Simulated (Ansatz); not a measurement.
Input and command of a calculation in Ansatz (plane waves; scalar-relativistic PAW potentials unless the input names others):

```yaml
crystal:
  lattice:
    - [0.0, 3.1069206316, 3.1069206316]
    - [2.9515746, 0.0, 3.1069206316]
    - [2.9515746, 3.1069206316, 0.0]
  atoms:
    - { symbol: Ga, position: [0.0, 0.0, 0.0] }
    - { symbol: Sb, position: [0.75, 0.75, 0.75] }
basis:
  ecutwfc: 420
kpoints:
  mp_grid: { grid: [16, 16, 16] }
hamiltonian:
  xc: PBE-sol
scf:
  occupations: { method: gaussian, width: 0.15 }
  max_iter: 50
output:
  forces: true
  eigenvalues: true
  stress: true
```

```bash
ansatz run input.yaml --threads 1 --pin off --max-ram 2560MiB --backend cpu --events-out ev --progress --plain --runs-dir out
```

**Question.** What is wrong with this input?

**Answer.** The program refuses it, because of an unknown functional (hamiltonian.xc: "pbe" → "PBE-sol"; the functional meant is spelt pbesol). With the sound run's settings it is accepted.

Abridged log:
```
Error: YAML parse error: error: line 14 column 7: hamiltonian.xc: unknown variant `PBE-sol`, expected one of `lda`, `lda-pw`, `pw92`, `pbe`, `pbesol`, `rpbe`, `revpbe`, `blyp`, `pbe0`, `revpbe0`, `b3lyp`, `b3lyp5`, `hse06`, `wpbeh`, `hiss`, `lc_wpbe`, `cam_b3lyp`, `hf`, `r2scan`, `r2scanh`, `r2scan0`, `r2scan50`, `mr2scan`
  --> <input>:14:7
   |
12 |   mp_grid: { grid: [16, 16, 16] }
13 | hamiltonian:
14 |   xc: PBE-sol
   |       ^ hamiltonian.xc: unknown variant `PBE-sol`, expected one of `lda`, `lda-pw`, `pw92`, `pbe`, `pbesol`, `rpbe`, `revpbe`, `blyp`, `pbe0`, `revpbe0`, `b3lyp`, `b3lyp5`, `hse06`, `wpbeh`, `hiss`, `lc_wpbe`, `cam_b3lyp`, `hf`, `r2scan`, `r2scanh`, `r2scan0`, `r2scan50`, `mr2scan`
15 | scf:
16 |   occupations: { method: gaussian, width: 0.15 }
   |
```